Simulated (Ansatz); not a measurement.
All-electron LAPW in Ansatz 0.2.0 under PBE, scalar-relativistic, energies extrapolated to zero smearing. Slabs are 1×1 cells cut from bulk crystals relaxed on PAW files, with atoms then relaxed, 16 to 20 Å of vacuum, a dipole correction, k spacings of 0.16 to 0.26 Å⁻¹ and smearing of 0.02 to 0.1 eV, without spin–orbit coupling or spin polarisation. The bulk type named needn't be the stable one, and no reconstruction is allowed.

```
                    slab  area (Å²)  γ (J/m²)  Φ (eV)  Δd12 (%)
   fcc Ir (111), 1 layer       6.49      2.52    6.42         –
hcp Ir (10-10), 2 layers      12.24      2.13    6.08         ?
  fcc Ir (111), 5 layers       6.49      2.31    5.52      -2.1
hcp Ir (11-20), 3 layers      21.21      2.76    5.03         ?
```

Task: What belongs in the row "hcp Ir (11-20), 3 layers", column "Δd12 (%)"?

Result: -9.1.

Task: Give the missing entry: row "hcp Ir (10-10), 2 layers", column "Δd12 (%)".

Result: -27.0.
